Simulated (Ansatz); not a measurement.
CdIn2O4 (Fd-3m) from a database structure was relaxed with 3 functionals in Ansatz, cell and atoms free, the symmetry of the start kept (meshes: PBE 4×4×4, r2SCAN 4×4×4, PBEsol 4×4×4). Calculated for a static, non-magnetic cell.

The PBEsol result:
```
Cd In O
1.0
     0.00000    4.59546    4.59546
     4.59546    0.00000    4.59546
     4.59546    4.59546    0.00000
Cd In O
2 4 8
Direct
  0.25000 0.25000 0.25000
  0.00000 0.00000 0.00000
  0.12500 0.62500 0.62500
  0.62500 0.62500 0.62500
  0.62500 0.12500 0.62500
  0.62500 0.62500 0.12500
  0.86226 0.86226 0.86226
  0.83679 0.38774 0.38774
  0.38774 0.38774 0.83679
  0.38774 0.83679 0.38774
  0.86226 0.86226 0.41321
  0.86226 0.41321 0.86226
  0.38774 0.38774 0.38774
  0.41321 0.86226 0.86226
```

The symmetry is Fd-3m (No. 227, cubic); conventional cell a = 9.191 Å, 13.86 Å³ an atom. Cd is surrounded by 4 O at 2.19 Å; In is surrounded by 6 O at 2.19 Å; O is surrounded by 3 In at 2.19 Å and 1 Cd at 2.19 Å.

Question: What lattice does PBE give?

Answer: a = 9.316 Å; the volume differs by +4.1 % from PBEsol's. Cd is surrounded by 4 O at 2.23 Å; In is surrounded by 6 O at 2.21 Å; O is surrounded by 3 In at 2.21 Å and 1 Cd at 2.23 Å.

Question: What lattice does r2SCAN give?

Answer: a = 9.201 Å; the volume differs by +0.3 % from PBEsol's. Cd has 4 O at 2.20 Å; In has 6 O at 2.19 Å; O has 3 In at 2.19 Å and 1 Cd at 2.20 Å.

Question: Held at the r2SCAN cell, what mean stress does PBE find, and does its sign point to its own minimum?

Answer: Yes. PBE +5.43 GPa, and its relaxed volume is +3.8 % from r2SCAN's. Compression counts positive, so a positive stress asks for a larger cell.
